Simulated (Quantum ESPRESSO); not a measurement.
MgO:

```
Mg O
1.0
     0.00000    2.09700    2.09700
     2.09700    0.00000    2.09700
     2.09700    2.09700    0.00000
Mg O
1 1
Cartesian
  0.0000 0.0000 0.0000
  2.0970 2.0970 2.0970
```

The cell is a database's computed one.

Program: Quantum ESPRESSO 7.5. Alike in all runs: no spin polarisation; cell as given; smearing fermi-dirac 0.05 eV.

**Question.** Order these runs on this cell by their pressure, lowest first.
A. level PBEsol; potentials or basis PseudoDojo 0.4.1 SR PBEsol standard; k mesh 11 × 11 × 11; cutoff (eV) 1143
B. level AM05; potentials or basis SG15 PBE 1.2; k mesh 11 × 11 × 11; cutoff (eV) 1197
C. level PBE; potentials or basis SG15 PBE 1.2; k mesh 11 × 11 × 11; cutoff (eV) 1197
D. level BLYP; potentials or basis PseudoDojo 0.4.1 SR PBE standard; k mesh 8 × 8 × 8, shifted; cutoff (eV) 1143
E. level LDA; potentials or basis SG15 PBE 1.2; k mesh 11 × 11 × 11; cutoff (eV) 1197; form of the LDA correlation PZ81

**Answer.** E (-3.5 GPa), A (2.3 GPa), B (4.6 GPa), C (7.1 GPa), D (9.6 GPa).

Caveats: the potentials were made for another functional, which shifts forces and pressure (some runs); the cell is more than 3 GPa from zero pressure, which shifts response properties (some runs).

Not every run made on this cell is shown here.
